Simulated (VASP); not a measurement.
Runs of VASP 6.6.1 on Hf. It takes space group P6/mmm (No. 191, hexagonal). The conventional cell has a = 4.912 Å, b = 4.912 Å, c = 3.060 Å, α = 90.00°, β = 90.00°, γ = 120.00°. Around Hf (site symmetry -6m2) lie 11 Hf at 2.84 to 3.22 Å. Hf (site symmetry 6/mmm) has 14 Hf at 3.06 to 3.22 Å as nearest neighbours. This isn't the form of Hf at room conditions, which is hcp.

```tsv
level	k mesh	cutoff (eV)	smearing	further INCAR settings	gap on the mesh (eV)	pressure (GPa)
PBEsol	15 × 15 × 20	520	gaussian 0.1 eV	ALGO = Fast; EDIFF = 1e-06	none	-0.1
PBEsol	12 × 12 × 14	520	gaussian 0.5 eV	ALGO = Fast; EDIFF = 1e-06	none	(a)
PBEsol	12 × 12 × 14	900	gaussian 0.1 eV	ALGO = Fast; EDIFF = 1e-06	none	0.0
r2SCAN	12 × 12 × 14	520	gaussian 0.1 eV	ALGO = Normal; EDIFF = 1e-06	none	3.5
PBEsol	12 × 12 × 14	700	gaussian 0.1 eV	ALGO = Fast; EDIFF = 1e-06	none	0.0
```

Alike in all rows: task single point; potentials or basis VASP PAW PBE potentials, release 64 (Hf_pv); no spin polarisation; cell as given.

Q: Fill in the values left out.

A: (a) 0.4.

Caveats: the PAW data sets were made with another functional, which shifts forces and pressure a little.

A k mesh can miss the band edges, and the runs leave out spin-orbit coupling on Hf.

A gap of «none» marks a metal or a gap under the smearing width.
